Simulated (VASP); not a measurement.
Write the native input for VASP 6.6.1 that does the following.

| Property | Result |
| --- | --- |
| Task | band structure |
| Functional | PBE |
| Dispersion | D3(BJ) |
| Potentials or basis | VASP PAW PBE potentials, release 64 (Se, Pt) |
| Cutoff | 520 eV |
| k mesh | 9 × 9 × 1 |
| Occupations | gaussian, width 0.03 eV |
| Spin | spin-orbit coupling, no magnetisation |
| Dipole correction | yes |
| Further INCAR settings | ALGO = Normal; EDIFF = 1e-06; NBANDS = 87 |

The structure of PtSe2 lies in POSCAR:

```
PtSe2                                   
1.0
    3.7483412420      0.0000000000      0.0000000000
   -1.8741706210      3.2461587338      0.0000000000
    0.0000000000      0.0000000000     30.6550000000
  Se              Pt            
     6     3
Direct
     0.6666666699999979    0.3333333300000021    0.2983199529966729
     0.3333333300000021    0.6666666699999979    0.3829349826438626
     0.6666666699999979    0.3333333300000021    0.4577849032311083
     0.3333333300000021    0.6666666699999979    0.5422150967688917
     0.6666666699999979    0.3333333300000021    0.6170650173561374
     0.3333333300000021    0.6666666699999979    0.7016800470033271
     1.0000000000000000    1.0000000000000000    0.3411656574382238
     1.0000000000000000    0.0000000000000000    0.5000000000000000
     0.0000000000000000    0.0000000000000000    0.6588343425617762
```

One way to write it, as run:

INCAR

```
ALGO = Normal
DIPOL = 0.5 0.5 0.500
EDIFF = 1E-6
ENCUT = 520
GGA = PE
GGA_COMPAT = False
IDIPOL = 3
ISIF = 2
ISMEAR = 0
IVDW = 12
KPAR = 4
LASPH = True
LCHARG = False
LDIPOL = True
LMAXMIX = 4
LORBIT = 11
LREAL = False
LSORBIT = True
LVACPOTAV = True
LVHAR = True
LWAVE = False
MAGMOM = 0 0 0 0 0 0 0 0 0 0 0 0 0 0 0 0 0 0 0 0 0 0 0 0 0 0 0
NBANDS = 87
NELM = 80
PREC = Accurate
SIGMA = 0.03
```

KPOINTS

```
k-points
0
Gamma
  9 9 1
```

KPOINTS_OPT

```
explicit points
67
Reciprocal
 0.0000000000  0.0000000000  0.0000000000 1
 0.0357142900  0.0000000000  0.0000000000 1
 0.0714285700  0.0000000000  0.0000000000 1
 0.1071428600  0.0000000000  0.0000000000 1
 0.1428571400  0.0000000000  0.0000000000 1
 0.1785714300  0.0000000000  0.0000000000 1
 0.2142857100  0.0000000000  0.0000000000 1
 0.2500000000  0.0000000000  0.0000000000 1
 0.2857142900  0.0000000000  0.0000000000 1
 0.3214285700  0.0000000000  0.0000000000 1
 0.3571428600  0.0000000000  0.0000000000 1
 0.3928571400  0.0000000000  0.0000000000 1
 0.4285714300  0.0000000000  0.0000000000 1
 0.4642857100  0.0000000000  0.0000000000 1
 0.5000000000  0.0000000000  0.0000000000 1
 0.4791666700  0.0416666700  0.0000000000 1
 0.4583333300  0.0833333300  0.0000000000 1
 0.4375000000  0.1250000000  0.0000000000 1
 0.4166666700  0.1666666700  0.0000000000 1
 0.3958333300  0.2083333300  0.0000000000 1
 0.3750000000  0.2500000000  0.0000000000 1
 0.3541666700  0.2916666700  0.0000000000 1
 0.3333333300  0.3333333300  0.0000000000 1
 0.3137254900  0.3137254900  0.0000000000 1
 0.2941176500  0.2941176500  0.0000000000 1
 0.2745098000  0.2745098000  0.0000000000 1
 0.2549019600  0.2549019600  0.0000000000 1
 0.2352941200  0.2352941200  0.0000000000 1
 0.2156862700  0.2156862700  0.0000000000 1
 0.1960784300  0.1960784300  0.0000000000 1
 0.1764705900  0.1764705900  0.0000000000 1
 0.1568627500  0.1568627500  0.0000000000 1
 0.1372549000  0.1372549000  0.0000000000 1
 0.1176470600  0.1176470600  0.0000000000 1
 0.0980392200  0.0980392200  0.0000000000 1
 0.0784313700  0.0784313700  0.0000000000 1
 0.0588235300  0.0588235300  0.0000000000 1
 0.0392156900  0.0392156900  0.0000000000 1
 0.0196078400  0.0196078400  0.0000000000 1
 0.0000000000  0.0000000000  0.0000000000 1
 0.0000000000  0.0000000000  0.0000000000 1
 0.0071123200 -0.0035561600  0.0000000000 1
-0.0071123200  0.0035561600  0.0000000000 1
 0.0207442600 -0.0103721300  0.0000000000 1
-0.0207442600  0.0103721300  0.0000000000 1
 0.0000000000  0.0061594500  0.0000000000 1
-0.0000000000 -0.0061594500  0.0000000000 1
 0.0000000000  0.0179650500  0.0000000000 1
-0.0000000000 -0.0179650500  0.0000000000 1
 0.5000000000  0.0000000000  0.0000000000 1
 0.5071123200 -0.0035561600  0.0000000000 1
 0.4928876800  0.0035561600  0.0000000000 1
 0.5207442600 -0.0103721300  0.0000000000 1
 0.4792557400  0.0103721300  0.0000000000 1
 0.5000000000  0.0061594500  0.0000000000 1
 0.5000000000 -0.0061594500  0.0000000000 1
 0.5000000000  0.0179650500  0.0000000000 1
 0.5000000000 -0.0179650500  0.0000000000 1
 0.3333333300  0.3333333300  0.0000000000 1
 0.3404456500  0.3297771700  0.0000000000 1
 0.3262210100  0.3368894900  0.0000000000 1
 0.3540775900  0.3229612000  0.0000000000 1
 0.3125890700  0.3437054600  0.0000000000 1
 0.3333333300  0.3394927800  0.0000000000 1
 0.3333333300  0.3271738800  0.0000000000 1
 0.3333333300  0.3512983800  0.0000000000 1
 0.3333333300  0.3153682800  0.0000000000 1
```

Potentials or basis: VASP PAW PBE potentials, release 64 (Se, Pt).

Launch:

```sh
$ cat potpaw_PBE.64/Se/POTCAR potpaw_PBE.64/Pt/POTCAR > POTCAR
$ mpirun -np 4 vasp_ncl > vasp.out
```

It gave:

```json
{"Largest force": "0.035 eV/Å", "Valence electrons inside the program's atomic spheres": "Se 3.78, 3.79; Pt 9.36, 9.38", "Dispersion energy per atom": "-0.420 eV", "Work function of the upper face": "4.60 eV", "Work function of the lower face": "4.60 eV"}
```

Run time: 29 min on 4 MPI ranks on Intel(R) Xeon(R) Platinum 8375C CPU @ 2.90GHz (Ice Lake), on a shared host, peak memory 1.6 GiB a rank.
